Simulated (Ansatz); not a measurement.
MoS2, 12 atoms in the cell. The cell holds a slab with vacuum, 12 atoms: a = 3.184 Å, b = 3.184 Å, c = 34.479 Å, α = 90.00°, β = 90.00°, γ = 120.00°. 

* Program: Ansatz 0.2.0
* Task: relaxation of cell and atoms
* Functional: PBEsol
* Dispersion: D3(BJ)-ATM
* Potentials or basis: Ansatz PAW
* Cutoff: 420 eV (not typed: the program's choice for these potentials)
* k mesh: 10 × 10 × 1
* Occupations: fermi-dirac, width 0.05 eV
* Spin: no spin polarisation

Potentials or basis: Ansatz PAW.

Command:

```console
$ ansatz run input.yaml --threads 4 --pin off --max-ram 11264MiB --backend cpu --events-out ev --progress --plain --runs-dir out
```

Hardware: 4 threads of Arm Neoverse V1, on a shared host.

Task: Estimate the wall time of this run.

Result: It took 40 s on 4 threads of Arm Neoverse V1, with other jobs on the host, peak memory 0.88 GiB. Counts: scf iterations 52, plane waves 5281, k points 14, bands 64, ion steps 6.
